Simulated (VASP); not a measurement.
# InP (F-43m) in VASP: a series of runs, part 2 of 2

VASP 6.6.1. Earlier steps stand in the parts before.

### Step 5. Single point, LDA (grid = ENCUT=280 dk=0.45 cell=2x2x1 ISMEAR=0 SIGMA=0.05 LREAL=Auto EDIFF=1e-06)

INCAR

```
SYSTEM = InP
PREC = Accurate
ENCUT = 280
EDIFF = 1E-6
ISMEAR = 0
SIGMA = 0.05
LREAL = Auto
LASPH = .True.
NELM = 120
ALGO = Fast
ISIF = 2
LWAVE = .False.
LCHARG = .False.
NBANDS = 44
```

KPOINTS

```
Automatic mesh
0
Gamma
  5 5 5
  0 0 0
```

POSCAR

```
InP
1.0
    0.0000000000      5.8610000000      5.8610000000
    5.8610000000      0.0000000000      5.8610000000
    2.9305000000      2.9305000000      0.0000000000
P In
4 4
Direct
    0.0000000000      0.0000000000      0.0000000000
    0.3750000000      0.3750000000      0.7500000000
    0.8750000000      0.3750000000      0.7500000000
    0.8750000000      0.8750000000      0.7500000000
    0.0000000000      0.5000000000      0.0000000000
    0.5000000000      0.0000000000      0.0000000000
    0.5000000000      0.5000000000      0.0000000000
    0.3750000000      0.8750000000      0.7500000000
```

Potentials or basis: VASP PAW LDA potentials, release 64 (P, In_d).

On the command line:

```bash
cat potpaw_LDA.64/P/POTCAR potpaw_LDA.64/In_d/POTCAR > POTCAR
mpirun -np 1 vasp_std > vasp.out
```

OUTCAR:

```text
SYSTEM = InP
   PREC = Accurate
   ENCUT = 280
   EDIFF = 1E-6
   ISMEAR = 0
   LREAL = Auto
   LASPH = .True.
   NELM = 120
   ISIF = 2

 Found     39 irreducible k-points:

 Following reciprocal coordinates:
            Coordinates               Weight
  0.000000  0.000000  0.000000      1.000000
  0.200000  0.000000  0.000000      2.000000
  0.000000 -0.200000  0.000000      2.000000
  0.400000  0.000000  0.000000      2.000000
  0.000000 -0.400000  0.000000      2.000000
  0.200000  0.200000  0.000000      2.000000
   k-points           NKPTS =     39   k-points in BZ     NKDIM =     39   number of bands    NBANDS=     44
   number of dos      NEDOS =    301   number of ions     NIONS =      8
   total plane-waves  NPLWV =  55296
   dimension x,y,z NGX =    48 NGY =   48 NGZ =   24
   dimension x,y,z NGXF=    96 NGYF=   96 NGZF=   48
   ions per type =               4   4
   NGX,Y,Z   is equivalent  to a cutoff of   9.63,  9.63,  9.63 a.u.
   NGXF,Y,Z  is equivalent  to a cutoff of  19.25, 19.25, 19.25 a.u.
 SYSTEM =  InP
   PREC   = accura    normal or accurate (medium, high low for compatibility)
   ISTART =      0    job   : 0-new  1-cont  2-samecut
   ICHARG =      2    charge: 1-file 2-atom 10-const
   ISPIN  =      1    spin polarized calculation?
   LNONCOLLINEAR =      F non collinear calculations
   LSORBIT =      F    spin-orbit coupling
   LASPH  =      T    aspherical Exc in radial PAW
   ENCUT  =  280.0 eV  20.58 Ry    4.54 a.u.  11.31 11.31  5.65*2*pi/ulx,y,z
   NELM   =    120;   NELMIN=  2; NELMDL= -5     # of ELM steps
   EDIFF  = 0.1E-05   stopping-criterion for ELM
   LREAL  =      T    real-space projection
   EDIFFG = 0.1E-04   stopping-criterion for IOM
   NSW    =      0    number of steps for IOM
   IBRION =     -1    ionic relax: 0-MD 1-quasi-New 2-CG
   NFREE  =      0    steps in history (QN), initial steepest desc. (CG)
   ISIF   =      2    stress and relaxation
   ISYM   =      2    0-nonsym 1-usesym 2-fastsym
   POTIM  = 0.5000    time-step for ionic-motion
   TEBEG  =    0.0;   TEEND  =   0.0 temperature during run
   PSTRESS=    0.0 pullay stress
   NELECT =      72.0000    total number of electrons
   NUPDOWN=      -1.0000    fix difference up-down
   EMIN   =  10.00;   EMAX   =-10.00  energy-range for DOS
   EFERMI =   0.00;   METHOD = LEGACY
   ISMEAR =     0;   SIGMA  =   0.05  broadening in eV -4-tet -1-fermi 0-gaus
   EFERMI_NEDOS =   21; number of points for ismear=-14 and -15
   IALGO  =     68    algorithm
   IMIX   =      4    mixing-type and parameters
     AMIX     =   0.40;   BMIX     =  1.00
     AMIX_MAG =   1.60;   BMIX_MAG =  1.00
  volume/ion in A,a.u.               =      25.17       169.83
  Fermi-wavevector in a.u.,A,eV,Ry     =   1.162021  2.195901 18.371846  1.350293
  Thomas-Fermi vector in A             =   2.298587
   LORBIT       =      0    0 simple, 1 ext, 2 COOP (PROOUT), +10 PAW based schemes
   GGA     = CA    functional components
   LHFCALC =     F    Hartree Fock is set to
   AEXX    =    0.0000 exact exchange contribution
   IVDW    =     0    specifies the selected vdW correction
   LEPSILON=     F    determine dielectric tensor
   LRPA    =     F    only Hartree local field effects (RPA)
 non-spin polarized calculation
 RMM-DIIS sequential band-by-band and
 Gauss-broadening in eV      SIGMA  =   0.05
  energy-cutoff  :      280.00
  volume of cell :      201.33
 maximum number of plane-waves:      2162
 NGX is ok and might be reduce to    48
   NGX = 23   NGY = 23   NGZ = 11

 number of electron      72.0000093 magnetization

 Free energy of the ion-electron system (eV)
  ---------------------------------------------------
  ext. energy  EPLUGINS =         0.00000000
  ---------------------------------------------------
  free energy    TOTEN  =       -35.42950946 eV

  energy without entropy =      -35.42650656  energy(sigma->0) =      -35.42800801

 E-fermi :   5.4860     XC(G=0):  -9.6404

 val. band max:        5.4669245383   @ k =  -0.4000   0.0000   0.2000
 cond. band min:       5.4971932811   @ k =   0.2000   0.2000   0.0000
 fundamental gap:      0.0302687428
 Fermi energy:         5.4860403983

 k-point     1 :       0.0000    0.0000    0.0000
  band No.  band energies     occupation
      1      -9.6591      2.00000
      2      -9.5506      2.00000
      3      -9.4325      2.00000
      4      -9.3732      2.00000
      5      -9.3460      2.00000
      6      -9.2964      2.00000
[... 36 lines left out ...]
     43       8.2386      0.00000
     44       9.4522      0.00000

 k-point     2 :       0.2000    0.0000    0.0000
  band No.  band energies     occupation
      1      -9.6590      2.00000
      2      -9.5503      2.00000
      3      -9.4282      2.00000
      4      -9.3763      2.00000
      5      -9.3441      2.00000
      6      -9.2958      2.00000
[... 36 lines left out ...]
     43       8.5513      0.00000
     44       9.2527      0.00000

 k-point     3 :       0.0000   -0.2000    0.0000
  band No.  band energies     occupation
      1      -9.6600      2.00000
      2      -9.5528      2.00000
      3      -9.4320      2.00000
      4      -9.3686      2.00000
      5      -9.3461      2.00000
      6      -9.2965      2.00000
[... 36 lines left out ...]
     43       8.3941      0.00000
     44       9.4408      0.00000

 k-point     4 :       0.4000    0.0000    0.0000
  band No.  band energies     occupation
      1      -9.6589      2.00000
      2      -9.5497      2.00000
      3      -9.4196      2.00000
      4      -9.3826      2.00000
      5      -9.3409      2.00000
      6      -9.2947      2.00000
[... 36 lines left out ...]
     43       9.0770      0.00000
     44       9.5426      0.00000

 k-point     5 :       0.0000   -0.4000    0.0000
  band No.  band energies     occupation
      1      -9.6615      2.00000
      2      -9.5561      2.00000
      3      -9.4319      2.00000
      4      -9.3601      2.00000
      5      -9.3467      2.00000
      6      -9.2966      2.00000
[... 36 lines left out ...]
     43       9.0295      0.00000
     44       9.4867      0.00000

 k-point     6 :       0.2000    0.2000    0.0000
  band No.  band energies     occupation
      1      -9.6600      2.00000
      2      -9.5533      2.00000
      3      -9.4293      2.00000
      4      -9.3693      2.00000
      5      -9.3458      2.00000
      6      -9.2958      2.00000
[... 36 lines left out ...]
     43       8.5666      0.00000
     44       9.3127      0.00000

 [... further k-points ...]

------------------------ aborting loop because EDIFF is reached ----------------------------------------

  FORCE on cell =-STRESS in cart. coord.  units (eV):
  Direction    XX          YY          ZZ          XY          YZ          ZX
  --------------------------------------------------------------------------------------
  -------------------------------------------------------------------------------------
  Total        0.9938876      0.9938876      1.2761858      0.2984758     -0.8058492      0.8058493
  in kB        7.9092021      7.9092021     10.1556877      2.3752241     -6.4128225      6.4128226
  external PRESSURE =       8.6580306 kB  Pullay stress =       0.0000000 kB

 VOLUME and BASIS-vectors are now :
 -----------------------------------------------------------------------------
  energy-cutoff  :      280.00
  volume of cell :      201.33
      direct lattice vectors                 reciprocal lattice vectors
     0.000000000  5.861000000  5.861000000    -0.085309674  0.085309674  0.085309674
     5.861000000  0.000000000  5.861000000     0.085309674 -0.085309674  0.085309674
     2.930500000  2.930500000  0.000000000     0.170619348  0.170619348 -0.170619348

 POSITION                                       TOTAL-FORCE (eV/Angst)
 -----------------------------------------------------------------------------------
      0.00000      0.00000      0.00000         0.452093     -0.452093     -0.644465
      4.39575      4.39575      4.39575        -0.115273      0.115273     -0.000161
      4.39575      7.32625      7.32625        -0.563982      0.563982     -0.915884
      7.32625      7.32625     10.25675         0.256446     -0.256446      1.517743
      2.93050      0.00000      2.93050        -0.389654      0.389654      0.204781
      0.00000      2.93050      2.93050         0.252041     -0.252041      1.890059
      2.93050      2.93050      5.86100        -0.706835      0.706835     -1.138988
      7.32625      4.39575      7.32625         0.815165     -0.815165     -0.913083
 -----------------------------------------------------------------------------------
    total drift:                               -0.000059      0.000051      0.000015

  FREE ENERGIE OF THE ION-ELECTRON SYSTEM (eV)
  ---------------------------------------------------
  free  energy   TOTEN  =       -35.4295094604 eV

  energy  without entropy=      -35.4265065602  energy(sigma->0) =      -35.42800801
```

Run time: 4.1 min. Hardware: 1 thread of Intel Xeon Platinum 8488C (Sapphire Rapids), shared host; peak memory 0.23 GiB.

These settings aren't checked as converged: the numbers below hold their error.

What came out:

```
Free energy            : -35.4295 eV
Largest force          : 1.923 eV/Å
Band gap on the k mesh : none (metal or under the smearing width)
```

Caveat: the k mesh is coarse (spacing up to 0.37 Å⁻¹), so the values aren't converged; the cutoff is under 1.25 times the usual one of these potentials, so pressure, stress and relaxed cells hold a basis-set (Pulay) error.

### Step 6. The reference run

An earlier run on the cell as given: functional PBEsol; potentials or basis VASP PAW PBE potentials, release 64 (In_d, P); cutoff 520 eV; k mesh 8 × 8 × 8; occupations fermi-dirac, width 0.05 eV; no spin polarisation.

- Pressure: 0.6 GPa
- Band gap on the k mesh: 0.61 eV, direct
